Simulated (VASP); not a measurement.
**GaN in VASP: how settings move the PBE single point**

The PBE single point of GaN in the rocksalt structure, under +6.0 % strain along [111] alone is repeated with altered inputs. Which of them can be trusted? This is a trial cell built on a prototype, not taken from a measured structure, and it needn't be the compound's ground state.

Program: VASP 6.6.1. PAW datasets, plane waves. The cell comes from a prototype generator: it can be a known phase or a hypothetical one. Spin polarisation is off (in the reference).

### 1 The structure to begin with

The cell comes from an earlier relaxation with r2SCAN in another program, then strained, with the atoms relaxed again. Some of the altered inputs switch spin polarisation on.

It is trigonal, R-3m (No. 166); a = 2.982 Å, c = 7.741 Å in the conventional setting, 9.93 Å³ an atom. Near Ga stand 6 N at 2.15 Å; near N stand 6 Ga at 2.15 Å.

As a file:

```xyz
2
Lattice="0.0841 2.1926 2.1926 2.1926 0.0841 2.1926 2.1926 2.1926 0.0841" Properties=species:S:1:pos:R:3 pbc="T T T"
Ga    0.0000    0.0000    0.0000
N     2.2346    2.2346    2.2346
```

### 2 Reference

Contents of INCAR:

```
ENCUT = 520.000000
SIGMA = 0.020000
EDIFF = 1.00e-07
GGA = PE
PREC = Accurate
IBRION = -1
ISIF = 2
ISMEAR = -1
NBANDS = 16
NELM = 120
NSW = 0
LASPH = .TRUE.
LCHARG = .TRUE.
LELF = .TRUE.
LWAVE = .FALSE.
LREAL = .FALSE.
```

Contents of KPOINTS:

```
KPOINTS created by Atomic Simulation Environment
0
Gamma
10 10 10
0 0 0
```

Contents of POSCAR:

```
Ga N
 1.0000000000000000
     0.0840594742000000    2.1925747120999999    2.1925747120999999
     2.1925747120999999    0.0840594742000000    2.1925747120999999
     2.1925747120999999    2.1925747120999999    0.0840594742000000
 Ga  N
   1   1
Cartesian
  0.0000000000000000  0.0000000000000000  0.0000000000000000
  2.2346044491999995  2.2346044491999995  2.2346044491999995
```

A file KPOINTS_OPT adds named points for the levels; it doesn't enter the self-consistent loop.

Potentials: the recommended PBE PAW datasets, 18 valence electrons.

Run with:

```console
$ mpirun -np 1 vasp_std
```

### 3 Variant 1

Contents of INCAR:

```
ENCUT = 520.000000
SIGMA = 0.020000
EDIFF = 1.00e-07
GGA = PE
IBRION = -1
ISIF = 2
ISMEAR = -1
NBANDS = 16
NELM = 120
NSW = 0
LASPH = .TRUE.
LCHARG = .FALSE.
LWAVE = .FALSE.
LREAL = .FALSE.
PREC = Single
```

KPOINTS is that of step 2.

POSCAR is that of step 2.

### 4 Variant 2

Contents of INCAR:

```
ENCUT = 520.000000
SIGMA = 0.020000
EDIFF = 1.00e-07
GGA = PE
PREC = Accurate
IBRION = -1
ISIF = 2
ISMEAR = -1
NBANDS = 16
NSW = 0
LASPH = .TRUE.
LCHARG = .FALSE.
LWAVE = .FALSE.
LREAL = .FALSE.
LMAXMIX = 4
ISPIN = 2
MAGMOM = 3 -3
NELM = 94
```

KPOINTS is that of step 2.

POSCAR is that of step 2.

### 5 Variant 3

Contents of INCAR:

```
ENCUT = 520.000000
SIGMA = 0.020000
EDIFF = 1.00e-07
GGA = PE
PREC = Accurate
IBRION = -1
ISIF = 2
ISMEAR = -1
NBANDS = 16
NSW = 0
LASPH = .TRUE.
LCHARG = .FALSE.
LWAVE = .FALSE.
LREAL = .FALSE.
NELECT = 18.02
NELM = 69
```

KPOINTS is that of step 2.

POSCAR is that of step 2.

**Question.** What will these runs give? Wanted: for each run, changed; ending; energy change; pressure; electronic steps; usable.

**Answer**, as computed:

| run | changed | ending | energy change (meV/atom) | pressure (GPa) | gap on the mesh (eV; negative: overlap) | electronic steps | time | usable |
| --- | --- | --- | --- | --- | --- | --- | --- | --- |
| ref. | – | converged | 0 | -3.4 | 0.07 | 13 | 42 s | yes |
| 1 | PREC = Single | converged | 0.0 | -3.4 | 0.07 | 13 | 33 s | yes |
| 2 | LMAXMIX = 4, ISPIN = 2, MAGMOM = 3 -3, NELM = 94 | converged | 0.0 | -3.4 | – | 15 | 72 s | yes |
| 3 | NELECT = 18.02, NELM = 69 | converged | – | -0.6 | – | 13 | 34 s | no |

What this shows: Of 3 altered inputs, 1 ended normally on a faulty or unsound input, 2 gave usable results.
